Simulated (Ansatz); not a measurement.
Input of an Ansatz 0.2.0 run:

Contents of input.yaml:

```yaml
crystal:
  lattice:
    - [4.97558882, 0.0, 0.0]
    - [0.0, 4.97558882, 0.0]
    - [0.0, 0.0, 6.90088944]
  atoms:
    - { symbol: Si, position: [0.80324656, 0.80324656, 0.5] }
    - { symbol: Si, position: [0.69675344, 0.30324656, 0.25] }
    - { symbol: Si, position: [0.30324656, 0.69675344, 0.75] }
    - { symbol: Si, position: [0.19675344, 0.19675344, 0.0] }
    - { symbol: O, position: [0.76175763, 0.11038707, 0.43204156] }
    - { symbol: O, position: [0.88961293, 0.23824237, 0.06795844] }
    - { symbol: O, position: [0.11038707, 0.76175763, 0.56795844] }
    - { symbol: O, position: [0.26175763, 0.38961293, 0.81795844] }
    - { symbol: O, position: [0.23824237, 0.88961293, 0.93204156] }
    - { symbol: O, position: [0.73824237, 0.61038707, 0.31795844] }
    - { symbol: O, position: [0.38961293, 0.26175763, 0.18204156] }
    - { symbol: O, position: [0.61038707, 0.73824237, 0.68204156] }
hamiltonian:
  xc: lda
  pseudopotentials: { kind: paw }
kpoints:
  mp_grid: { grid: [6, 6, 4] }
scf:
  occupations: { method: fermi_dirac, width: 0.05 }
output:
  forces: true
  stress: true
  eigenvalues: true
relax:
  f_tol: 0.01
  max_steps: 40
  cell: { stress_tol: 0.05 }
```

Potentials or basis: Ansatz PAW.

Launch:

```console
$ ansatz run input.yaml --threads 4 --pin off --max-ram 11264MiB --backend cpu --events-out ev --progress --plain --runs-dir out
```

(1) What does it give for the band gap on the k mesh?

(2) Estimate the space group after relaxing (to 0.05 Å).

Answers

(1) 5.55 eV, direct.

(2) P4_32_12 (No. 96).

Caveat: the plane-wave basis is chosen anew once the cell has moved, so the energies of steps on either side of that aren't comparable.
